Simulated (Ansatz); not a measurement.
Crystal: CuO.

```xyz
4
Lattice="3.1795 0.0000 0.0000 -1.5898 2.7536 0.0000 0.0000 0.0000 4.4315" Properties=species:S:1:pos:R:3 pbc="T T T"
Cu    0.0000    0.0000    0.0000
Cu    0.0000    0.0000    2.2157
O     0.0000    1.8357    1.1079
O     1.5898    0.9179    3.3236
```

Measurements of this composition are mostly on another form, of space group No. 15.

A run of Ansatz 0.2.0 on this cell left the log below. Logs are shortened: lines on timing, memory, paths and dates and some standing lists are left out, and cuts for length are marked.

```text
Warning: RAYON_NUM_THREADS=2 ignored (pool sized by the plan → 2); use --threads N
scf.n_extra_bands = 10 over 25 filled bands (N_el = 50.0): the run solves 35 bands
Engine: ansatz 0.2.0, x86_64-unknown-linux-gnu
Pseudopotentials: kind: paw
Pseudopotential: Cu, paw, valence charge 19, recommended cutoff 420 eV (normal), Cu.paw.azcp
Pseudopotential: O, paw, valence charge 6, recommended cutoff 420 eV (normal), O.paw.azcp
Functional definition: PBEsol
  exchange = pbesol_x
  correlation = pbesol_c
Crystal: 4 atoms, lattice volume = 38.798 Å³
Basis set: ecut = 420 eV, 759 PW (Γ), exchange–correlation on 48×48×60 points (8 copies of the dense FFT grid, shifted against one another)
Bands: 35, of which v1, the nominal top of the filled ones, is band 25 counted from 1 (24 counted from 0)
Symmetry: 24 space group operations
Space group: P63/mmc (ITA 194), of the structure as read, at distance tolerance 3.4e-5 Å
k-points: 56 of 600
Non-local potential: Cu, projectors of the file, l = 0: 3, l = 1: 2, l = 2: 3, l = 3: 1
Non-local potential: O, projectors of the file, l = 0: 2, l = 1: 2, l = 2: 1
PAW form: soft (Blöchl's): semilocal exchange-correlation on the pseudo side does not see the compensation charge
PAW frozen core: Cu, regenerated for the run's functional, and the local potential with it (the file was generated under x = pbe(κ = 0.804, μ = 0.2195149727645171), c = pbe(β = 0.06672455060314922))
PAW frozen core: O, regenerated for the run's functional, and the local potential with it (the file was generated under x = pbe(κ = 0.804, μ = 0.2195149727645171), c = pbe(β = 0.06672455060314922))
PAW one-centre angular grid: Cu, 590 points (default); XC on 64 Gauss nodes
PAW one-centre angular grid: O, 110 points (default); XC on 64 Gauss nodes
Initial density: superposition of atomic densities (neutral atoms: chi_scale 0, normalization atom), corrected by the library's trained network
Initial wavefunctions: pseudopotential atomic-orbital guess
Functional: x = pbesol(κ = 0.804, μ = 0.12345679012345678), c = pbesol(β = 0.046)
SCF iter   1: F=—  HF=-14295.055148 eV  |F-HF|=—  |Δ(HF+E_count)|=         —  Δρ=2.17e-2  dr2=1.60e-1  ethr=1.77e-3  ⟨swp⟩=5.6  Hψ=7418  notcnv=0  defer=24
preconditioner: auto → LDOS  [metal: Δε(μ)=0.031 eV  Ē_g=15.471 eV  σ=0.050 eV  W_gap=0.15  n_scr=22 (ndim 8)  ℏωp=34.8 eV  f_vac=0.034  D(μ)=2.99/eV (n_scr^D=34)  β→1.0]
SCF iter   2: F=—  HF=-14295.070149 eV  |F-HF|=—  |Δ(HF+E_count)|=   1.50e-2  Δρ=2.88e-2  dr2=1.65e-1  ethr=3.19e-4  ⟨swp⟩=2.1  Hψ=3862  notcnv=0  defer=83
SCF iter   3: F=—  HF=-14295.020055 eV  |F-HF|=—  |Δ(HF+E_count)|=   5.01e-2  Δρ=1.02e-2  dr2=2.79e-2  ethr=3.19e-4  ⟨swp⟩=2.0  Hψ=3090  notcnv=0  defer=83
SCF iter   4: F=—  HF=-14295.016249 eV  |F-HF|=—  |Δ(HF+E_count)|=   3.81e-3  Δρ=5.05e-3  dr2=7.17e-3  ethr=5.59e-5  ⟨swp⟩=1.1  Hψ=1893  notcnv=0  defer=83
SCF iter   5: F=—  HF=-14295.014944 eV  |F-HF|=—  |Δ(HF+E_count)|=   1.31e-3  Δρ=3.68e-4  dr2=2.86e-5  ethr=1.43e-5  ⟨swp⟩=2.0  Hψ=2345  notcnv=0  defer=83
SCF iter   6: F=—  HF=-14295.014992 eV  |F-HF|=—  |Δ(HF+E_count)|=   4.85e-5  Δρ=3.00e-5  dr2=1.13e-7  ethr=5.71e-8  ⟨swp⟩=2.3  Hψ=2972  notcnv=0  defer=83
SCF iter   7: F=-14295.014992 eV  HF=-14295.014992 eV  |F-HF|=4.67e-10  |Δ(HF+E_count)|=   1.78e-7  Δρ=4.21e-6  dr2=2.66e-9  ethr=2.00e-10  ⟨swp⟩=8.1  Hψ=8910  notcnv=0
SCF 1 converged in 7 iterations: F = -14295.014992 eV  dr2 = 2.66e-9
  greatest PAW one-centre occupation: 1.000 electrons in one spin orbital (limit 2), on the Cu atom at site 1 (counted from 0), in its partial waves of l = 0
NSCF: frozen V_eff on 129 k-points
SCF converged after 7 iterations
Free energy (F): -14295.014992 eV
Harris-Foulkes:  -14295.014992 eV  (|F-HF|=4.67e-10)
Internal energy: -14294.987354 eV  (E = F + TS)
E sigma→0 (E₀):  -14295.001173 eV
Entropy (-TS):   -0.027638 eV (-6.910 meV/atom)
Fermi energy:    12.379375 eV
--- Per-component energies (eV) ---
  E_band       = -825.550080
  E_kinetic    = 939.738349
  E_local      = -9612.955291  (includes V_loc(G=0)·N_el)
  E_nonlocal   = 889.183514
  E_hartree    = 4173.073760
  E_xc         = -320.048933
  E_vxc        = -412.939476  (∫ρ·V_xc dr)
  E_paw        = -3559.648105  (= ΣΔE_a)
  E_vpaw       = -974.727631  (= ΣTr[D̂ρ^β])
  E_aug_tail   = 0.004962  (compensation charges beyond the density's cutoff)
  E_ewald      = -6804.818589
  E_core_change = 0.482980  (= ΣΔE_core)
  E_smearing   = -0.027638  (= −TS)
  E_closure    = -0.000000  (closes the sum)
  Σ components = -14295.014992   (vs F -14295.014992, Δ=0.00e0)
--- Forces (eV/Å), atoms counted from 1 ---
  atom   1  Cu     0.00000000     0.00000000     0.00000000
  atom   2  Cu     0.00000000     0.00000000     0.00000000
  atom   3  O      0.00000000    -0.00000000     0.00000000
  atom   4  O      0.00000000     0.00000000     0.00000000
  max |Σ_I F_I| component: 1.85e-17 eV/Å
--- Stress (GPa, compression-positive) ---
      -17.846290       0.000000      -0.000000
        0.000000     -17.846290      -0.000000
       -0.000000      -0.000000      27.513616
  P = ⅓ Tr σ = -2.7263 GPa (-27.263 kbar)
--- Band table (eV; the first three rows and the last of 56) ---
  k-point 0: bands = ["-99.5895", "-99.5563", "-57.3385", "-57.0792", "-57.0792", "-57.0642", "-57.0521", "-57.0521", "-6.8282", "-5.2137", "5.7349", "6.9757", "6.9757", "8.0838", "9.4424", "9.4424", "9.8386", "9.8386", "10.1573", "10.1573", "10.7710", "10.9413", "10.9413", "12.2760", "12.9824", "12.9824", "13.6783", "17.2579", "23.6583", "24.4289", "24.4289", "29.7066", "30.2560", "30.9113", "30.9113"]
  k-point 1: bands = ["-99.5873", "-99.5586", "-57.3203", "-57.0827", "-57.0774", "-57.0774", "-57.0539", "-57.0539", "-6.7356", "-5.3425", "5.9733", "7.0799", "7.0799", "8.2443", "9.2316", "9.2316", "9.5200", "9.5200", "10.2010", "10.4903", "10.4903", "11.1066", "11.1066", "11.8992", "12.8985", "12.8985", "14.2914", "17.2939", "23.8326", "24.6098", "24.6098", "28.9878", "28.9878", "29.9892", "30.1578"]
  k-point 2: bands = ["-99.5812", "-99.5647", "-57.2704", "-57.1332", "-57.0724", "-57.0724", "-57.0589", "-57.0589", "-6.4736", "-5.6749", "6.6329", "7.3859", "7.3859", "8.3878", "8.5073", "8.5073", "9.4937", "9.7367", "9.7367", "10.3530", "10.3530", "11.0150", "11.6762", "11.6762", "12.6463", "12.6463", "15.4150", "17.1159", "24.6067", "25.1553", "25.1553", "27.3553", "27.3553", "28.5621", "30.5381"]
  k-point 55: bands = ["-99.5727", "-99.5727", "-57.2012", "-57.2012", "-57.0698", "-57.0698", "-57.0689", "-57.0689", "-5.4976", "-5.4976", "6.1925", "6.1925", "6.9789", "6.9789", "8.1811", "8.1811", "9.9504", "9.9504", "10.1913", "10.1913", "10.5844", "10.5844", "10.9181", "10.9181", "12.8050", "12.8050", "19.3758", "19.3758", "22.1537", "22.1537", "23.4353", "23.4353", "29.1665", "29.1665", "32.0925"]
```

Write the input and the command behind it.

Band structure with PBEsol, no spin polarisation. The files as run (others can give the same):

input.yaml
```yaml
crystal:
  lattice:
    - [3.1795331, 0.0, 0.0]
    - [-1.58976655, 2.75355644, 0.0]
    - [0.0, 0.0, 4.43149073]
  atoms:
    - { symbol: Cu, position: [0.0, 0.0, 0.0] }
    - { symbol: Cu, position: [0.0, 0.0, 0.5] }
    - { symbol: O, position: [0.3333333333, 0.6666666667, 0.25] }
    - { symbol: O, position: [0.6666666667, 0.3333333333, 0.75] }
hamiltonian:
  xc: pbesol
  pseudopotentials: { kind: paw }
kpoints:
  mp_grid: { grid: [10, 10, 6] }
  band_path:
    path:
      - [[0.0, 0.0, 0.0], [0.5, 0.0, 0.0], [0.3333333333, 0.3333333333, 0.0], [0.0, 0.0, 0.0], [0.0, 0.0, 0.5], [0.5, 0.0, 0.5], [0.3333333333, 0.3333333333, 0.5], [0.0, 0.0, 0.5]]
      - [[0.5, 0.0, 0.5], [0.5, 0.0, 0.0]]
      - [[0.3333333333, 0.3333333333, 0.0], [0.3333333333, 0.3333333333, 0.5]]
    npoints: 14
scf:
  occupations: { method: fermi_dirac, width: 0.05 }
  n_extra_bands: 10
output:
  forces: true
  stress: true
  eigenvalues: true
  fatbands: false
```

Potentials or basis: Ansatz PAW.
Launch:
```console
$ ansatz run input.yaml --threads 2 --pin off --max-ram 5632MiB --backend cpu --events-out ev --progress --plain --runs-dir out
```

Caveat: the pressure holds a Pulay correction of +0.8 GPa for the finite cutoff; the run has no spin polarisation, though such a crystal can be magnetic; semilocal functionals often make such compounds metallic where correlation or magnetic order opens a gap, which also shifts bond lengths; the PAW data sets come from PBE, with cores solved anew for the run's functional, which leaves a small shift of forces and pressure.
